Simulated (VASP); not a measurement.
Runs of VASP 6.6.1 on CdTe. It takes space group Fm-3m (No. 225, cubic). Conventional cell: a = 6.190 Å, b = 6.190 Å, c = 6.190 Å, α = 90.00°, β = 90.00°, γ = 90.00°. Around Cd (site symmetry m-3m) lie 6 Te at 3.10 Å. Te (site symmetry m-3m) is surrounded by 6 Cd at 3.10 Å. Measurements of this composition are mostly on another form, of space group No. 216.

```tsv
cell	k mesh	smearing	gap on the mesh (eV)	pressure (GPa)
Fm-3m, 29.65 Å³/atom	6 × 6 × 6	gaussian 0.05 eV	none	-5.4
Fm-3m, 22.89 Å³/atom	12 × 12 × 12	fermi-dirac 0.15 eV	none	11.9
Fm-3m, 27.23 Å³/atom	12 × 12 × 12	fermi-dirac 0.15 eV	none	(a)
Fm-3m, 25.84 Å³/atom	6 × 6 × 6	gaussian 0.05 eV	none	1.1
```

Alike in all rows: task single point; level LDA; potentials or basis VASP PAW LDA potentials, release 64 (Cd, Te); no spin polarisation; cutoff (eV) 520.

Problem. Fill in the values left out.

Solution. (a) -2.0.

A k mesh can miss the band edges, and the runs leave out spin-orbit coupling on Cd, Te.

A gap of «none» marks a metal or a gap under the smearing width.
